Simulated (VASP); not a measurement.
# CdS (Hawleyite) (F-43m) in VASP: a series of runs, part 2 of 3

VASP 6.6.1. The steps go on from the part before.

### 3 Relaxation of cell and atoms, PBEsol

This run uses another cell than the first one, of 24.81 Å³/atom, 1.004 times its volume.

Input file INCAR:

```
PREC = Accurate
ENCUT = 600
EDIFF = 1E-7
ISMEAR = 0
SIGMA = 0.02
LREAL = F
LASPH = T
NELM = 100
ALGO = Normal
ISIF = 3
LWAVE = F
LCHARG = F
GGA = PS
IBRION = 2
NSW = 100
EDIFFG = -0.005
```

Input file KPOINTS:

```
Automatic mesh
0
Gamma
  8 8 8
```

Input file POSCAR:

```
CdS
1.0
    0.0000000000      2.9165000000      2.9165000000
    2.9165000000      0.0000000000      2.9165000000
    2.9165000000      2.9165000000      0.0000000000
Cd S
1 1
Direct
    0.0000000000      0.0000000000      0.0000000000
    0.2500000000      0.2500000000      0.2500000000
```

Potentials or basis: VASP PAW PBE potentials, release 64 (Cd, S).

Command:

```
$ cat potpaw_PBE.64/Cd/POTCAR potpaw_PBE.64/S/POTCAR > POTCAR
$ mpirun -np 1 vasp_std > vasp.out
```

OUTCAR:

```text
PREC = Accurate
   ENCUT = 600
   EDIFF = 1E-7
   ISMEAR = 0
   LREAL = F
   LASPH = T
   NELM = 100
   ISIF = 3
   GGA = PS
   IBRION = 2
   NSW = 100
   EDIFFG = -0.005

 ion  position               nearest neighbor table
   1  0.000  0.000  0.000-   2 2.53   2 2.53   2 2.53   2 2.53
   2  0.250  0.250  0.250-   1 2.53   1 2.53   1 2.53   1 2.53

  LATTYP: Found a face centered cubic cell.
 ALAT       =     5.8330000000

  Lattice vectors:

 A1 = (   0.0000000000,   2.9165000000,   2.9165000000)
 A2 = (   2.9165000000,   0.0000000000,   2.9165000000)
 A3 = (   2.9165000000,   2.9165000000,   0.0000000000)

Analysis of symmetry for initial positions (statically):
=====================================================================
 Subroutine PRICEL returns:
 Original cell was already a primitive cell.

 Routine SETGRP: Setting up the symmetry group for a
 face centered cubic supercell.

 Subroutine GETGRP returns: Found 24 space group operations
 (whereof 24 operations were pure point group operations)
 out of a pool of 48 trial point group operations.

The static configuration has the point symmetry T_d .

Analysis of symmetry for dynamics (positions and initial velocities):
=====================================================================
 Subroutine PRICEL returns:
 Original cell was already a primitive cell.

 Routine SETGRP: Setting up the symmetry group for a
 face centered cubic supercell.

 Subroutine GETGRP returns: Found 24 space group operations
 (whereof 24 operations were pure point group operations)
 out of a pool of 48 trial point group operations.

The dynamic configuration has the point symmetry T_d .

 Subroutine INISYM returns: Found 24 space group operations
 (whereof 24 operations are pure point group operations),
 and found     1 'primitive' translations

----------------------------------------------------------------------------------------

                                     Primitive cell

  volume of cell :      49.6153

  direct lattice vectors                    reciprocal lattice vectors
     0.000000000  2.916500000  2.916500000    -0.171438368  0.171438368  0.171438368
     2.916500000  0.000000000  2.916500000     0.171438368 -0.171438368  0.171438368
     2.916500000  2.916500000  0.000000000     0.171438368  0.171438368 -0.171438368

  length of vectors
     4.124553855  4.124553855  4.124553855     0.296939964  0.296939964  0.296939964

  position of ions in fractional coordinates (direct lattice)
     0.000000000  0.000000000  0.000000000
     0.250000000  0.250000000  0.250000000

  ion indices of the primitive-cell ions
   primitive index   ion index
                 1           1
                 2           2

----------------------------------------------------------------------------------------

 KPOINTS: Automatic mesh

Automatic generation of k-mesh.
 Grid dimensions read from file:
 generate k-points for:    8    8    8

 Generating k-lattice:

  Cartesian coordinates                     Fractional coordinates (reciprocal lattice)
    -0.021429796  0.021429796  0.021429796     0.125000000  0.000000000  0.000000000
[... 48 lines left out ...]
   NGXF,Y,Z  is equivalent  to a cutoff of  29.02, 29.02, 29.02 a.u.
 SYSTEM =  unknown system
   PREC   = accura    normal or accurate (medium, high low for compatibility)
   ISTART =      0    job   : 0-new  1-cont  2-samecut
   ICHARG =      2    charge: 1-file 2-atom 10-const
   ISPIN  =      1    spin polarized calculation?
   LNONCOLLINEAR =      F non collinear calculations
   LSORBIT =      F    spin-orbit coupling
   LASPH  =      T    aspherical Exc in radial PAW
   ENCUT  =  600.0 eV  44.10 Ry    6.64 a.u.   8.24  8.24  8.24*2*pi/ulx,y,z
   NELM   =    100;   NELMIN=  2; NELMDL= -5     # of ELM steps
   EDIFF  = 0.1E-06   stopping-criterion for ELM
   LREAL  =      F    real-space projection
   EDIFFG = -.5E-02   stopping-criterion for IOM
   NSW    =    100    number of steps for IOM
   IBRION =      2    ionic relax: 0-MD 1-quasi-New 2-CG
   NFREE  =      1    steps in history (QN), initial steepest desc. (CG)
   ISIF   =      3    stress and relaxation
   ISYM   =      2    0-nonsym 1-usesym 2-fastsym
   POTIM  = 0.5000    time-step for ionic-motion
   TEBEG  =    0.0;   TEEND  =   0.0 temperature during run
   PSTRESS=    0.0 pullay stress
   NELECT =      18.0000    total number of electrons
   NUPDOWN=      -1.0000    fix difference up-down
   EMIN   =  10.00;   EMAX   =-10.00  energy-range for DOS
   EFERMI =   0.00;   METHOD = LEGACY
   ISMEAR =     0;   SIGMA  =   0.02  broadening in eV -4-tet -1-fermi 0-gaus
   EFERMI_NEDOS =   21; number of points for ismear=-14 and -15
   IALGO  =     38    algorithm
   IMIX   =      4    mixing-type and parameters
     AMIX     =   0.40;   BMIX     =  1.00
     AMIX_MAG =   1.60;   BMIX_MAG =  1.00
  volume/ion in A,a.u.               =      24.81       167.41
  Fermi-wavevector in a.u.,A,eV,Ry     =   1.167599  2.206442 18.548649  1.363287
  Thomas-Fermi vector in A             =   2.304097
   LORBIT       =      0    0 simple, 1 ext, 2 COOP (PROOUT), +10 PAW based schemes
   GGA     = PS    functional components
   LHFCALC =     F    Hartree Fock is set to
   AEXX    =    0.0000 exact exchange contribution
   IVDW    =     0    specifies the selected vdW correction
   LEPSILON=     F    determine dielectric tensor
   LRPA    =     F    only Hartree local field effects (RPA)
 conjugate gradient relaxation of ions
 non-spin polarized calculation
 Gauss-broadening in eV      SIGMA  =   0.02
  energy-cutoff  :      600.00
  volume of cell :       49.62
 maximum number of plane-waves:      1676
 NGX is ok and might be reduce to    36
   NGX = 17   NGY = 17   NGZ = 17

--------------------------------------- Ionic step        1  -------------------------------------------

 number of electron      17.9999999 magnetization

 Free energy of the ion-electron system (eV)
  ---------------------------------------------------
  ext. energy  EPLUGINS =         0.00000000
  ---------------------------------------------------
  free energy    TOTEN  =        -6.81366476 eV

  energy without entropy =       -6.81366476  energy(sigma->0) =       -6.81366476

------------------------ aborting loop because EDIFF is reached ----------------------------------------

  FORCE on cell =-STRESS in cart. coord.  units (eV):
  Direction    XX          YY          ZZ          XY          YZ          ZX
  --------------------------------------------------------------------------------------
  -------------------------------------------------------------------------------------
  Total        0.0265640      0.0265640      0.0265640     -0.0000000     -0.0000000     -0.0000000
  in kB        0.8578048      0.8578048      0.8578048     -0.0000000     -0.0000000     -0.0000000
  external PRESSURE =       0.8578048 kB  Pullay stress =       0.0000000 kB
[... 59 lines left out ...]
--------------------------------------- Ionic step        3  -------------------------------------------

 number of electron      17.9999999 magnetization

 Free energy of the ion-electron system (eV)
  ---------------------------------------------------
  ext. energy  EPLUGINS =         0.00000000
  ---------------------------------------------------
  free energy    TOTEN  =        -6.81368323 eV

  energy without entropy =       -6.81368323  energy(sigma->0) =       -6.81368323

 E-fermi :   1.2830     XC(G=0):  -9.3716

 val. band max:        1.1996237600   @ k =   0.0000   0.0000   0.0000
 cond. band min:       2.2051767606   @ k =   0.0000   0.0000   0.0000
 fundamental gap:      1.0055530006
 Fermi energy:         1.2829698586

 k-point     1 :       0.0000    0.0000    0.0000
  band No.  band energies     occupation
      1     -11.1761      2.00000
      2      -6.5246      2.00000
      3      -6.5246      2.00000
      4      -6.5246      2.00000
      5      -6.0383      2.00000
      6      -6.0383      2.00000
      7       1.1996      2.00000
      8       1.1996      2.00000
      9       1.1996      2.00000
     10       2.2052      0.00000
     11       7.6449      0.00000
     12       7.6449      0.00000
     13       7.6449      0.00000
[... 354 lines left out ...]
  band No.  band energies     occupation
      1     -10.6725      2.00000
      2      -6.3601      2.00000
      3      -6.3206      2.00000
      4      -6.0661      2.00000
      5      -6.0117      2.00000
      6      -5.5430      2.00000
      7      -2.9781      2.00000
      8      -0.7730      2.00000
      9      -0.0407      2.00000
     10       5.4863      0.00000
     11       6.8885      0.00000
     12       8.3177      0.00000
     13       9.4601      0.00000

 [... further k-points ...]
[... 5 lines left out ...]
  --------------------------------------------------------------------------------------
  -------------------------------------------------------------------------------------
  Total        0.0001231      0.0001231      0.0001231     -0.0000000     -0.0000000     -0.0000000
  in kB        0.0039692      0.0039692      0.0039692     -0.0000000     -0.0000000     -0.0000000
  external PRESSURE =       0.0039692 kB  Pullay stress =       0.0000000 kB
[... 17 lines left out ...]
  FREE ENERGIE OF THE ION-ELECTRON SYSTEM (eV)
  ---------------------------------------------------
  free  energy   TOTEN  =        -6.8136832344 eV

  energy  without entropy=       -6.8136832344  energy(sigma->0) =       -6.81368323

 reached required accuracy - stopping structural energy minimisation
```

OSZICAR:

```text
N       E                     dE             d eps       ncg     rms          rms(c)
DAV:   1     0.120808293541E+03    0.12081E+03   -0.98627E+03   762   0.142E+03
DAV:   2    -0.159182041949E+01   -0.12240E+03   -0.11668E+03   849   0.312E+02
DAV:   3    -0.726896404908E+01   -0.56771E+01   -0.56542E+01   909   0.693E+01
[... 24 lines left out ...]
DAV:   2    -0.681368692794E+01    0.45043E-04   -0.11060E-04   834   0.176E-01    0.189E-02
DAV:   3    -0.681368273029E+01    0.41977E-05   -0.12822E-05   804   0.436E-02    0.156E-02
DAV:   4    -0.681368300742E+01   -0.27714E-06   -0.73560E-07   764   0.102E-02    0.307E-03
DAV:   5    -0.681368318897E+01   -0.18155E-06   -0.13875E-07   446   0.635E-03    0.927E-04
DAV:   6    -0.681368323438E+01   -0.45413E-07   -0.27936E-08   377   0.234E-03
   3 F= -.68136832E+01 E0= -.68136832E+01  d E =-.184739E-04
```

It took 66 s on 1 thread of Intel Xeon Platinum 8375C at 2.90GHz (Ice Lake), shared host; peak memory 0.21 GiB.

What came out:

```
Free energy                            : -6.8137 eV
Relaxed volume                         : 24.84 Å³/atom
Relaxed cell                           : a = 4.126 Å, b = 4.126 Å, c = 4.126 Å, α = 60.00°, β = 60.00°, γ = 60.00°
Space group after relaxing (to 0.05 Å) : F-43m (No. 216)
Energy gained by relaxing              : 0.0 meV/atom
Ionic steps                            : 3
Pressure after relaxing                : 0.0 GPa
Band gap on the k mesh                 : 1.01 eV, direct
```

Final structure:
```
Cd S
1.0
     0.00000    2.91785    2.91785
     2.91785    0.00000    2.91785
     2.91785    2.91785    0.00000
Cd S
1 1
Cartesian
  0.0000 0.0000 0.0000
  1.4589 1.4589 1.4589
```

Levels at points of the mesh, in eV from the valence-band top:
```
           k point  band 7  band 8  band 9  band 10  band 11  band 12
(0.00, 0.00, 0.00)    0.00    0.00    0.00     1.01     6.45     6.45
(0.50, 0.00, 0.00)   -4.47   -0.76   -0.76     2.89     6.91     6.91
(0.50, 0.50, 0.00)   -4.01   -1.91   -1.91     3.39     4.25     9.07
```

Caveat: the PAW data sets were made with another functional, which shifts forces and pressure a little. Expect the measured gap to be larger: semilocal functionals such as PBEsol lack the derivative discontinuity.

### 4 Single point, PBEsol (cell and atoms relaxed tightly for response)

Input file INCAR:

```
PREC = Accurate ; ENCUT = 520
EDIFF = 1E-6 ; ISMEAR = 0
SIGMA = 0.01 ; LREAL = False
LASPH = True ; NELM = 60
ALGO = Normal ; ISIF = 2
LWAVE = False ; LCHARG = False
GGA = PS ; NBANDS = 16
```

KPOINTS is that of step 3.

Input file POSCAR:

```
CdS
1.0
    0.0000000000      2.9122812232      2.9122812232
    2.9122812232      0.0000000000      2.9122812232
    2.9122812232      2.9122812232      0.0000000000
Cd S
1 1
Direct
    0.0000000000      0.0000000000      0.0000000000
    0.2500000000      0.2500000000      0.2500000000
```

Command:

```
$ cat potpaw_PBE.64/Cd/POTCAR potpaw_PBE.64/S/POTCAR > POTCAR
$ mpirun -np 1 vasp_std > vasp.out
```

Wall time 20 s (1 thread of Intel Xeon Platinum 8375C at 2.90GHz (Ice Lake), shared host); peak memory 0.18 GiB.

It converged, with:

```yaml
Free_energy: -6.8131 eV
Pressure: 0.4 GPa
Band_gap_on_the_k_mesh: 1.02 eV, direct
```

Levels at points of the mesh, in eV from the valence-band top:
```tsv
k point	band 7	band 8	band 9	band 10	band 11	band 12
(0.00, 0.00, 0.00)	0.00	0.00	0.00	1.02	6.44	6.44
(0.50, 0.00, 0.00)	-4.51	-0.77	-0.77	2.90	6.91	6.91
(0.50, 0.50, 0.00)	-4.03	-1.93	-1.93	3.38	4.26	9.10
```

Caveat: the PAW data sets were made with another functional, which shifts forces and pressure a little.

(Continued in part 3 of 3.)
